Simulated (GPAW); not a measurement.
Al2O3:

```xyz
5
Lattice="3.0175 0.0000 0.0000 -1.5087 2.6132 0.0000 0.0000 0.0000 7.5746" Properties=species:S:1:pos:R:3 pbc="T T T"
Al    0.0000    0.0000    5.4693
Al    0.0000    0.0000    2.1054
O     0.0000    0.0000    3.7873
O     1.5087    0.8711    6.0638
O     0.0000    1.7421    1.5108
```

Measurements of this composition are mostly on another form, of space group No. 167.

Base run:

| Property | Result |
| --- | --- |
| Program | GPAW 26.7.0 |
| Functional | PBEsol |
| Potentials or basis | PAW data sets generated in the run's folder for this functional |
| Cutoff | 800 eV |
| Basis | pw |
| k mesh | 7 × 7 × 3 |
| Occupations | fermi-dirac, width 0.05 eV |
| Spin | no spin polarisation |

Its results: band gap on the k mesh 2.23 eV, direct; pressure -1.8 GPa; largest force 0.072 eV/Å.

Q: After a change of settings the same cell gave: band gap on the k mesh 2.54 eV, direct; pressure 2.8 GPa; largest force 0.162 eV/Å. Which change was it?
A. functional from PBEsol to BLYP
B. functional from PBEsol to RPBE; potentials or basis from PAW data sets generated in the run's folder for this functional to the program's PAW data sets (release 1.2.1) made for this functional
C. functional from PBEsol to r2SCAN; potentials or basis from PAW data sets generated in the run's folder for this functional to GPAW PAW data sets (gpaw-data 1.2.1)
D. functional from PBEsol to LDA; potentials or basis from PAW data sets generated in the run's folder for this functional to the program's PAW data sets (release 1.2.1) made for this functional

A: A.

BLYP binds less tightly than PBEsol, so the same cell stands under more pressure.

Runs at the PBE level aren't shown here.
